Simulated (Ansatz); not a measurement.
Relaxation of Al₂₄N₂₅

Method: DFT PBE, scalar-relativistic, plane waves, PAW in Ansatz 0.2.0. Settings: 420 eV cutoff, 3×3×3 k-mesh, Gaussian smearing of 0.01 eV, no spin polarisation.

What was changed: N interstitial, charge -1, atoms relaxed at the host's cell.

In a supercell of 49 atoms the defect feels its periodic images.

Spin polarisation was left out.

Command:

```bash
ansatz run input.yaml --threads 4 --pin off --max-ram 8192MiB --backend cpu --events-out ev --progress --plain --runs-dir out
```

Input:

```yaml
crystal:
  lattice:
    - [6.2604168406, 0.0, -5.0180433216]
    - [-3.1302084203, -5.4216800222, -5.0180433216]
    - [-3.1302084203, 5.4216800222, -5.0180433216]
  atoms:
    - { symbol: Al, position: [0.1673444825, 0.3377217431, 0.0023952091] }
    - { symbol: Al, position: [0.3327203472, 0.5026835238, 0.6661474463] }
    - { symbol: Al, position: [0.0023952091, 0.1673444825, 0.3377217431] }
    - { symbol: Al, position: [0.832150559, 0.4899941097, 0.1718818804] }
    - { symbol: Al, position: [0.4899941097, 0.1718818804, 0.832150559] }
    - { symbol: Al, position: [0.6661474463, 0.3327203472, 0.5026835238] }
    - { symbol: Al, position: [0.3377217431, 0.0023952091, 0.1673444825] }
    - { symbol: Al, position: [-0.0009642531, 0.6649609312, 0.8313675477] }
    - { symbol: Al, position: [0.1718818804, 0.832150559, 0.4899941097] }
    - { symbol: Al, position: [0.6649609312, 0.8313675477, -0.0009642531] }
    - { symbol: Al, position: [0.8313675477, -0.0009642531, 0.6649609312] }
    - { symbol: Al, position: [0.5026835238, 0.6661474463, 0.3327203472] }
    - { symbol: Al, position: [0.835065621, 0.1639780479, 0.0004520325] }
    - { symbol: Al, position: [0.0003692621, 0.336375797, 0.6655332132] }
    - { symbol: Al, position: [0.6655332132, 0.0003692621, 0.336375797] }
    - { symbol: Al, position: [0.5007595646, 0.332504635, 0.1680424561] }
    - { symbol: Al, position: [0.1639780479, 0.0004520325, 0.835065621] }
    - { symbol: Al, position: [0.332504635, 0.1680424561, 0.5007595646] }
    - { symbol: Al, position: [0.0004520325, 0.835065621, 0.1639780479] }
    - { symbol: Al, position: [0.6675617533, 0.4988489235, 0.8341861463] }
    - { symbol: Al, position: [0.8341861463, 0.6675617533, 0.4988489235] }
    - { symbol: Al, position: [0.336375797, 0.6655332132, 0.0003692621] }
    - { symbol: Al, position: [0.4988489235, 0.8341861463, 0.6675617533] }
    - { symbol: Al, position: [0.1680424561, 0.5007595646, 0.332504635] }
    - { symbol: "N", position: [0.0433736981, 0.2178834824, 0.871038145] }
    - { symbol: "N", position: [0.2063764576, 0.3749489259, 0.5388037243] }
    - { symbol: "N", position: [0.871038145, 0.0433736981, 0.2178834824] }
    - { symbol: "N", position: [0.7059138185, 0.3689319406, 0.0398825603] }
    - { symbol: "N", position: [0.3689319406, 0.0398825603, 0.7059138185] }
    - { symbol: "N", position: [0.5388037243, 0.2063764576, 0.3749489259] }
    - { symbol: "N", position: [0.2178834824, 0.871038145, 0.0433736981] }
    - { symbol: "N", position: [0.8716312794, 0.5400202841, 0.704408304] }
    - { symbol: "N", position: [0.0398825603, 0.7059138185, 0.3689319406] }
    - { symbol: "N", position: [0.5400202841, 0.704408304, 0.8716312794] }
    - { symbol: "N", position: [0.704408304, 0.8716312794, 0.5400202841] }
    - { symbol: "N", position: [0.3749489259, 0.5388037243, 0.2063764576] }
    - { symbol: "N", position: [0.0410442308, 0.3717261641, 0.2090181249] }
    - { symbol: "N", position: [0.206575512, 0.5427850087, 0.8730530335] }
    - { symbol: "N", position: [0.8730530335, 0.206575512, 0.5427850087] }
    - { symbol: "N", position: [0.7065797566, 0.5373954346, 0.3747239321] }
    - { symbol: "N", position: [0.3717261641, 0.2090181249, 0.0410442308] }
    - { symbol: "N", position: [0.5373954346, 0.3747239321, 0.7065797566] }
    - { symbol: "N", position: [0.2090181249, 0.0410442308, 0.3717261641] }
    - { symbol: "N", position: [0.8671730763, 0.691005956, 0.0418217043] }
    - { symbol: "N", position: [0.0418217043, 0.8671730763, 0.691005956] }
    - { symbol: "N", position: [0.5427850087, 0.8730530335, 0.206575512] }
    - { symbol: "N", position: [0.691005956, 0.0418217043, 0.8671730763] }
    - { symbol: "N", position: [0.3747239321, 0.7065797566, 0.5373954346] }
    - { symbol: "N", position: [0.942360022, 0.942360022, 0.942360022] }
  host:
    lattice:
      - [3.1302084203, 0.0, 0.0]
      - [-1.5651042101, 2.7108400111, 0.0]
      - [0.0, 0.0, 5.0180433216]
    atoms:
      - { symbol: Al, position: [0.6666666667, 0.3333333333, 0.4992342258] }
      - { symbol: Al, position: [0.3333333333, 0.6666666667, 0.9992342258] }
      - { symbol: "N", position: [0.6666666667, 0.3333333333, 0.8807657742] }
      - { symbol: "N", position: [0.3333333333, 0.6666666667, 0.3807657742] }
total_charge: -1
basis:
  ecutwfc: 420
  xc_grid: 2
kpoints:
  mp_grid: { grid: [3, 3, 3], shift: [0.0, 0.0, 0.0] }
hamiltonian:
  xc: pbe
scf:
  occupations: { method: gaussian, width: 0.01 }
output:
  forces: true
  stress: false
  eigenvalues: true
  charged_corrections:
    defect_position: [0.93055556, 0.93055556, 0.93055556]
    epsilon: [[8.2944, 0.0, 0.0], [0.0, 8.2944, 0.0], [0.0, 0.0, 9.8365]]
  write_density: true
  write_potential: true
  elf: true
  volumetric_format: npy
relax:
  adjacent_minimum: "off"
  f_tol: 0.025
  max_steps: 45
```

F is the free energy.

Steps:

```tsv
step	F − F(1) (eV)	largest force component (eV/Å)
1	0.0000	1.945
2	-0.5651	1.279
3	-0.7227	0.864
4	-0.7949	1.130
5	-0.8387	0.170
6	-0.8415	0.034
7	-0.8425	0.005
```

Relaxed structure:

```yaml
crystal:
  lattice:
    - [6.26042, 0.00000, -5.01804]
    - [-3.13021, -5.42168, -5.01804]
    - [-3.13021, 5.42168, -5.01804]
  atoms:
    - { symbol: Al, position: [0.16852, 0.34005, 0.00306] }
    - { symbol: Al, position: [0.33251, 0.50392, 0.66682] }
    - { symbol: Al, position: [0.00306, 0.16852, 0.34005] }
    - { symbol: Al, position: [0.83217, 0.48741, 0.16879] }
    - { symbol: Al, position: [0.48741, 0.16879, 0.83217] }
    - { symbol: Al, position: [0.66682, 0.33251, 0.50392] }
    - { symbol: Al, position: [0.34005, 0.00306, 0.16852] }
    - { symbol: Al, position: [0.99760, 0.66632, 0.83064] }
    - { symbol: Al, position: [0.16879, 0.83217, 0.48741] }
    - { symbol: Al, position: [0.66632, 0.83064, 0.99760] }
    - { symbol: Al, position: [0.83064, 0.99760, 0.66632] }
    - { symbol: Al, position: [0.50392, 0.66682, 0.33251] }
    - { symbol: Al, position: [0.83454, 0.15557, 0.99658] }
    - { symbol: Al, position: [0.00103, 0.33774, 0.66682] }
    - { symbol: Al, position: [0.66682, 0.00103, 0.33774] }
    - { symbol: Al, position: [0.50224, 0.33146, 0.16849] }
    - { symbol: Al, position: [0.15557, 0.99658, 0.83454] }
    - { symbol: Al, position: [0.33146, 0.16849, 0.50224] }
    - { symbol: Al, position: [0.99658, 0.83454, 0.15557] }
    - { symbol: Al, position: [0.66850, 0.49712, 0.83489] }
    - { symbol: Al, position: [0.83489, 0.66850, 0.49712] }
    - { symbol: Al, position: [0.33774, 0.66682, 0.00103] }
    - { symbol: Al, position: [0.49712, 0.83489, 0.66850] }
    - { symbol: Al, position: [0.16849, 0.50224, 0.33146] }
    - { symbol: N, position: [0.04709, 0.22632, 0.87103] }
    - { symbol: N, position: [0.20656, 0.37691, 0.53821] }
    - { symbol: N, position: [0.87103, 0.04709, 0.22632] }
    - { symbol: N, position: [0.70610, 0.36363, 0.03886] }
    - { symbol: N, position: [0.36363, 0.03886, 0.70610] }
    - { symbol: N, position: [0.53821, 0.20656, 0.37691] }
    - { symbol: N, position: [0.22632, 0.87103, 0.04709] }
    - { symbol: N, position: [0.87058, 0.54008, 0.70219] }
    - { symbol: N, position: [0.03886, 0.70610, 0.36363] }
    - { symbol: N, position: [0.54008, 0.70219, 0.87058] }
    - { symbol: N, position: [0.70219, 0.87058, 0.54008] }
    - { symbol: N, position: [0.37691, 0.53821, 0.20656] }
    - { symbol: N, position: [0.04227, 0.37251, 0.21022] }
    - { symbol: N, position: [0.20718, 0.54617, 0.87352] }
    - { symbol: N, position: [0.87352, 0.20718, 0.54617] }
    - { symbol: N, position: [0.70706, 0.53612, 0.37364] }
    - { symbol: N, position: [0.37251, 0.21022, 0.04227] }
    - { symbol: N, position: [0.53612, 0.37364, 0.70706] }
    - { symbol: N, position: [0.21022, 0.04227, 0.37251] }
    - { symbol: N, position: [0.86300, 0.68571, 0.03716] }
    - { symbol: N, position: [0.03716, 0.86300, 0.68571] }
    - { symbol: N, position: [0.54617, 0.87352, 0.20718] }
    - { symbol: N, position: [0.68571, 0.03716, 0.86300] }
    - { symbol: N, position: [0.37364, 0.70706, 0.53612] }
    - { symbol: N, position: [0.95565, 0.95565, 0.95565] }
```

The run converged. It took 64 s on 4 threads of Intel(R) Xeon(R) Gold 6455B (Sapphire Rapids), with other jobs on the host, peak memory 1.8 GiB.